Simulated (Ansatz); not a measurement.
Crystal: Sn.

```
CELL_PARAMETERS angstrom
-1.89465 1.89465 1.89465
1.89465 -1.89465 1.89465
1.89465 1.89465 -1.89465
ATOMIC_POSITIONS crystal
Sn 0.00000 0.00000 0.00000
```

This isn't the form of Sn at room conditions, which is tetragonal (white tin).

```yaml
Program: Ansatz 0.2.0
Task: relaxation of cell and atoms
Functional: PBEsol
Dispersion: D4
Potentials_or_basis: Ansatz PAW
Cutoff: "420 eV (not typed: the program's choice for these potentials)"
k_mesh: 10 × 10 × 10
Occupations: fermi-dirac, width 0.05 eV
Spin: no spin polarisation
```

At the start: volume 27.20 Å³/atom.

Question: Where does the relaxation end?

Answer: It ends after 4 steps and the volume is 25.26 Å³/atom (-7.1 %); space group Im-3m (No. 229, to 0.05 Å).

Step by step:
```tsv
step	energy change (eV)	largest force (eV/Å)	volume (Å³)
1	0.0000	0.0000	27.20
2	-0.0243	0.0000	25.13
3	-0.0244	0.0000	25.26
4	-0.0240	0.0000	25.26
```

Final structure:
```cif
data_structure
_symmetry_space_group_name_H-M 'P 1'
_symmetry_Int_Tables_number 1
_cell_length_a 3.2016
_cell_length_b 3.2016
_cell_length_c 3.2016
_cell_angle_alpha 109.471
_cell_angle_beta 109.471
_cell_angle_gamma 109.471
_cell_volume 25.26
loop_
_atom_site_label
_atom_site_type_symbol
_atom_site_fract_x
_atom_site_fract_y
_atom_site_fract_z
_atom_site_occupancy
Sn1 Sn 0.00000 0.00000 0.00000 1
```

Caveat: the plane-wave basis is chosen anew once the cell has moved, so the energies of steps on either side of that aren't comparable; pairwise dispersion overbinds metals, which lowers pressure and volume; the PAW data sets come from PBE, with cores solved anew for the run's functional, which leaves a small shift of forces and pressure.
